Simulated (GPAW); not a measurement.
Mg3Sb2: band structure with PBEsol

Mg3Sb2:

```xyz
5
Lattice="4.5820 0.0000 0.0000 -2.2910 3.9681 0.0000 0.0000 0.0000 7.2440" Properties=species:S:1:pos:R:3 pbc="T T T"
Sb    2.2910    1.3227    5.5417
Sb    0.0000    2.6454    1.7023
Mg    0.0000    0.0000    0.0000
Mg    2.2910    1.3227    2.6803
Mg    0.0000    2.6454    4.5637
```

| Item | Value |
| --- | --- |
| Program | GPAW 26.7.0 |
| Task | band structure |
| Functional | PBEsol |
| Potentials or basis | PAW data sets generated in the run's folder for this functional |
| Cutoff | 800 eV |
| Basis | pw |
| k mesh | 5 × 5 × 3 |
| Occupations | fermi-dirac, width 0.05 eV |
| Spin | no spin polarisation |
| Maxiter | 150 |
| Band path | GMKGALHA,LM,KH |
| Band points | 60 |

```yaml
Pressure: -0.6 GPa
Largest_force: 0.433 eV/Å
Band_gap_on_the_k_mesh: 0.22 eV, indirect (least direct gap 1.12 eV)
Band_gap_along_the_path: 0.27 eV, indirect (least direct gap 1.12 eV)
```

Forces on the atoms (eV/Å):
```
Sb   0.000  0.000  0.433
Sb   0.000  0.000 -0.433
Mg   0.000  0.000  0.000
Mg   0.000  0.000 -0.170
Mg   0.000  0.000  0.170
```

Stress tensor (GPa, compression positive):
```
-0.75  0.00  0.00
 0.00 -0.75  0.00
 0.00  0.00 -0.20
```

Levels at the corners of the path, in eV from the valence-band top:
| point | band 27 | band 28 | band 29 | band 30 | band 31 | band 32 | band 33 | band 34 |
| --- | --- | --- | --- | --- | --- | --- | --- | --- |
| Γ | -1.03 | -0.31 | -0.31 | 0.00 | 1.12 | 1.32 | 3.15 | 3.15 |
| M | -3.14 | -2.20 | -2.16 | -0.82 | 0.55 | 2.04 | 2.10 | 2.90 |
| K | -3.50 | -2.47 | -2.47 | -2.43 | 0.27 | 4.21 | 4.52 | 4.52 |
| Γ | -1.03 | -0.31 | -0.31 | 0.00 | 1.12 | 1.32 | 3.15 | 3.15 |
| A | -0.76 | -0.76 | -0.60 | -0.60 | 1.83 | 1.94 | 2.84 | 2.84 |
| L | -1.67 | -1.64 | -1.60 | -1.47 | 0.52 | 1.37 | 1.85 | 2.36 |
| H | -3.80 | -3.31 | -0.94 | -0.94 | 1.93 | 1.93 | 2.51 | 2.63 |
| A | -0.76 | -0.76 | -0.60 | -0.60 | 1.83 | 1.94 | 2.84 | 2.84 |
| L | -1.67 | -1.64 | -1.60 | -1.47 | 0.52 | 1.37 | 1.85 | 2.36 |
| M | -3.14 | -2.20 | -2.16 | -0.82 | 0.55 | 2.04 | 2.10 | 2.90 |
| K | -3.50 | -2.47 | -2.47 | -2.43 | 0.27 | 4.21 | 4.52 | 4.52 |
| H | -3.80 | -3.31 | -0.94 | -0.94 | 1.93 | 1.93 | 2.51 | 2.63 |

Run time: 7.2 min on 1 thread of Arm Neoverse V2, on a shared host, peak memory 0.93 GiB.

Caveat: spin-orbit coupling is left out, which moves the levels of the heavy elements.
